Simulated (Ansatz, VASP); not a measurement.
**Two plane-wave programs on W**

File INCAR:

```
SYSTEM = W
PREC     = Accurate       ! precision mode
ENCUT    = 520            ! plane-wave cutoff, eV
EDIFF    = 1E-6           ! SCF threshold, eV
ISMEAR   = 0              ! smearing method
SIGMA    = 0.1            ! smearing width, eV
LREAL    = .False.        ! projectors in reciprocal space
LASPH    = .True.         ! aspherical terms in the spheres
NELM     = 100            ! most SCF steps
ALGO     = Normal         ! electronic algorithm
ISIF     = 2              ! what is computed and relaxed
LWAVE    = .False.        ! write WAVECAR
LCHARG   = .False.        ! write CHGCAR
GGA      = PE             ! functional
NBANDS   = 21             ! bands
```

KPOINTS

```
Automatic mesh
0
Gamma
  8 8 8
  0 0 0
```

File POSCAR:

```
W
1.0
   -2.4656804795      2.4656804795      1.3450742167
    2.4656804795     -2.4656804795      1.3450742167
    2.4656804795      2.4656804795     -1.3450742167
W
2
Direct
    0.0000000000      0.0000000000      0.0000000000
    0.7500000000      0.2500000000      0.5000000000
```

Input for Ansatz:

```yaml
crystal:
  lattice:
    - [-2.4656804795, 2.4656804795, 1.3450742167]
    - [2.4656804795, -2.4656804795, 1.3450742167]
    - [2.4656804795, 2.4656804795, -1.3450742167]
  atoms:
    - { symbol: W, position: [0.0, 0.0, 0.0] }
    - { symbol: W, position: [0.75, 0.25, 0.5] }
basis:
  ecutwfc: 420
kpoints:
  mp_grid: { grid: [8, 8, 8] }
hamiltonian:
  xc: pbe
scf:
  occupations: { method: gaussian, width: 0.1 }
  lower_state_search: "off"
output:
  forces: true
  stress: true
  eigenvalues: true
```

Alike in both runs: task single point; functional PBE; k mesh 8 × 8 × 8; occupations gaussian, width 0.1 eV; no spin polarisation.

|  | VASP | Ansatz |
| --- | --- | --- |
| version | VASP 6.6.1 | Ansatz 0.2.0 |
| potentials or method | VASP PAW PBE potentials, release 64 (W_sv) | scalar-relativistic, plane waves, PAW |
| plane-wave cutoff (eV) | 520 | 420 |
| valence electrons in the cell | 28 | 28 |

Ansatz gave:

* gap on the k mesh at the Fermi level (eV): none
* pressure (GPa): 20.3
* largest component of the traceless stress (GPa): 6.17

Q: Which values does VASP return?

A: gap on the k mesh at the Fermi level (eV): none; pressure (GPa): 21.2; largest component of the traceless stress (GPa): 6.39.

A gap of «none» marks a metal or a gap that the smearing closes.

Caveats: so large a pressure means that the cell lies far from this level's equilibrium, or that cutoff or potentials fall short (VASP). Spin-orbit coupling is left out, which matters for the levels of W.
